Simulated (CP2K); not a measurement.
The system is InP.

```
In P
1.0
     4.14435    0.00000    0.00000
     2.07218    3.58911    0.00000
     2.07218    1.19637    3.38385
In P
1 1
Direct
  0.00000 0.00000 0.00000
  0.75000 0.75000 0.75000
```

Base run:

- Program: CP2K 2026.2
- Functional: PBE
- Potentials or basis: GTH_POTENTIALS In GTH-BLYP-q13, P GTH-BLYP-q5; DZVP-MOLOPT-SR-GTH basis
- Density cutoff: 6123 eV
- k mesh: 8 × 8 × 8
- Occupations: fermi-dirac, width 0.05 eV
- Spin: no spin polarisation

Its results: band gap on the k mesh 0.61 eV, direct; pressure 3.5 GPa.

Problem. The run is repeated on the same cell with these changes: potentials or basis from GTH_POTENTIALS In GTH-BLYP-q13, P GTH-BLYP-q5; DZVP-MOLOPT-SR-GTH basis to POTENTIAL_UZH In GTH-SCAN-q13, P GTH-SCAN-q5; DZVP-MOLOPT-SR-GTH basis; potentials from In GTH-BLYP-q13 of GTH_POTENTIALS, P GTH-BLYP-q5 of GTH_POTENTIALS to In GTH-SCAN-q13 of POTENTIAL_UZH, P GTH-SCAN-q5 of POTENTIAL_UZH. What comes out?

Solution. Band gap on the k mesh 0.96 eV, direct; pressure 4.4 GPa.

Caveats: the potentials were made for another functional, which shifts forces and pressure; spin-orbit coupling is left out, which moves the levels of the heavy elements; the basis of atomic orbitals isn't converged, which shifts pressures, moduli and gaps.
